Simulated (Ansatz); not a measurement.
## Tl in Ansatz: the effect of functional

The system is Tl.

```
Tl
1.0
    -1.95600    1.95600    1.95600
     1.95600   -1.95600    1.95600
     1.95600    1.95600   -1.95600
Tl
1
Direct
  0.00000 0.00000 0.00000
```

This isn't the form of Tl at room conditions, which is hcp.

Alike in all runs:

```yaml
Program: Ansatz 0.2.0
Task: band structure
Potentials_or_basis: Ansatz PAW
k_mesh: 6 × 6 × 6
Occupations: fermi-dirac, width 0.05 eV
Spin: no spin polarisation
```

```tsv
functional	cutoff	pressure (GPa)
LDA	420 eV (not typed: the program's choice for these potentials)	-3.0
PBEsol	420 eV (not typed: the program's choice for these potentials)	?
r2SCAN	500 eV (not typed: the program's choice for these potentials)	0.3
```

Question: What does the run with functional PBEsol give?

Answer: Pressure -1.4 GPa.

Caveats: all runs use coarse meshes; the PAW data sets come from PBE, with cores solved anew for the run's functional, which leaves a small shift of forces and pressure.
